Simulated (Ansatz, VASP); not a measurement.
# AlN: VASP beside Ansatz

The input INCAR:

```
SYSTEM = AlN
ALGO = Normal
EDIFF = 1E-8
ENCUT = 520
ISIF = 2
ISMEAR = -1
LASPH = .TRUE.
LCHARG = .FALSE.
LEFG = .TRUE.
LREAL = .FALSE.
LWAVE = .FALSE.
NBANDS = 11
NELM = 100
PREC = Accurate
SIGMA = 0.01
```

Contents of KPOINTS:

```
k-points
0
G
  12 12 12
  0 0 0
```

Contents of POSCAR:

```
AlN
1.0
    0.0000000000      2.0040293008      2.0040293008
    2.0040293008      0.0000000000      2.0040293008
    2.0040293008      2.0040293008      0.0000000000
Al N
1 1
Direct
    0.0000000000      0.0000000000      0.0000000000
    0.5000000000      0.5000000000      0.5000000000
```

Input for Ansatz:

```yaml
crystal:
  lattice:
    - [0.0, 2.0040293008, 2.0040293008]
    - [2.0040293008, 0.0, 2.0040293008]
    - [2.0040293008, 2.0040293008, 0.0]
  atoms:
    - { symbol: Al, position: [0.0, 0.0, 0.0] }
    - { symbol: "N", position: [0.5, 0.5, 0.5] }
kpoints:
  mp_grid: { grid: [12, 12, 12] }
scf:
  occupations: { method: fermi_dirac, width: 0.01 }
hamiltonian:
  xc: lda
  pseudopotentials: { kind: all_electron, datasets: crystal }
output:
  forces: true
  stress: true
  eigenvalues: true
  efg: { contact_densities: true }
```

Change from the starting cell: volume scaled by 1.04, crystal datasets.

Alike in both runs: task electric field gradients; functional LDA; k mesh 12 × 12 × 12; occupations fermi-dirac, width 0.01 eV; no spin polarisation.

|  | VASP | Ansatz |
| --- | --- | --- |
| version | VASP 6.6.1 | Ansatz 0.2.0 |
| potentials or method | VASP PAW LDA potentials, release 64 (Al, N) | all-electron PAW with datasets made for the crystal, scalar-relativistic |
| plane-wave cutoff (eV) | 520 | see its input |

|  | VASP | Ansatz | Ansatz less VASP |
| --- | --- | --- | --- |
| gap on the k mesh at the Fermi level (eV) | 4.72 | 4.71 | -0.005 |
| pressure (GPa) | 1.3 | 0.7 | -0.61 |
| Vzz of the field gradient on the site that differs most (V/Å²) | 0.0 | 0.0 | 0.00 |

Ansatz ran all-electron here, so the differences hold the error of VASP's frozen core and of both bases.

A k mesh can miss the band edges.
